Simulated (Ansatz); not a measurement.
# How far is this Ga2As3 from the hull?

The calculation used DFT PBE, scalar-relativistic, plane waves, PAW (Ansatz 0.2.0). Settings: cutoff 420 eV, Γ-centred meshes spaced at most about 0.3 Å⁻¹, and about 0.25 Å⁻¹ or finer for metals (2π included), Gaussian smearing. No spin polarisation.

Energies over the elements count from the elements' standard structures at the same level, with no fitted energy shifts.

Temperature and zero-point effects are left out. In Ga2As3 Pm-3m an odd number of electrons in the primitive cell allows no gap without spin; a larger cell or a magnetic state could open one. The reference form of As is held partly by dispersion forces, which this level lacks.

The competitors are the elements and 1 reference phase of this chemical system (from databases or known types: GaAs), relaxed at the same level; other known phases may be missing.

The candidate was reached from: random cell.

```xyz
5
Lattice="4.9762 0.0000 0.0000 0.0000 4.9762 0.0000 0.0000 0.0000 4.9762" Properties=species:S:1:pos:R:3 pbc="T T T"
Ga    0.0000    0.0000    0.0000
Ga    2.4881    2.4881    2.4881
As    0.0000    2.4881    2.4881
As    2.4881    0.0000    2.4881
As    2.4881    2.4881    0.0000
```

Task: Into what would it decompose?

Result: Its formation energy is 0.636 eV/atom. The lowest competing mixture at this composition is this:

| phase | space group | source | share of atoms | ΔE_f (eV/atom) |
| --- | --- | --- | --- | --- |
| As | - | element | 0.2000 | -0.0005 |
| GaAs | F-43m (No. 216) | COD | 0.8000 | -0.352 |

The lowest database cell of As (-0.0005) lies slightly below the reference, hence the non-zero entry.

The mixture lies at -0.282 eV/atom, and the candidate lies 0.92 eV/atom above it. The candidate matches no cell in the subsets of the Crystallography Open Database and the Materials Project at hand. A phase this far over the hull is unlikely to be made.
